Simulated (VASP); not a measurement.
**BiTe: single point with PBEsol**

Crystal: BiTe.

```
Bi Te
1.0
     0.00000    3.23500    3.23500
     3.23500    0.00000    3.23500
     3.23500    3.23500    0.00000
Bi Te
1 1
Direct
  0.00000 0.00000 0.00000
  0.50000 0.50000 0.50000
```

| Quantity | Value |
| --- | --- |
| Program | VASP 6.6.1 |
| Task | single point |
| Functional | PBEsol |
| Potentials or basis | VASP PAW PBE potentials, release 64 (Bi_d, Te) |
| Cutoff | 520 eV |
| k mesh | 7 × 7 × 7 |
| Occupations | fermi-dirac, width 0.05 eV |
| Spin | no spin polarisation |

```yaml
Pressure: -1.6 GPa
Band_gap_on_the_k_mesh: none (metal or under the smearing width)
```

Levels at points of the mesh, in eV from the Fermi level:
```tsv
k point	band 7	band 8	band 9	band 10	band 11	band 12	band 13	band 14
(0.00, 0.00, 0.00)	-8.16	-2.55	-2.55	-2.55	2.13	2.13	2.13	4.61
```

Wall time 25 s on 1 thread of Intel(R) Xeon(R) Platinum 8259CL CPU @ 2.50GHz (Skylake/Cascade Lake), on a shared host, peak memory 0.21 GiB.

Caveat: the PAW data sets were made with another functional, which shifts forces and pressure a little; spin-orbit coupling is left out, which moves the levels of the heavy elements.
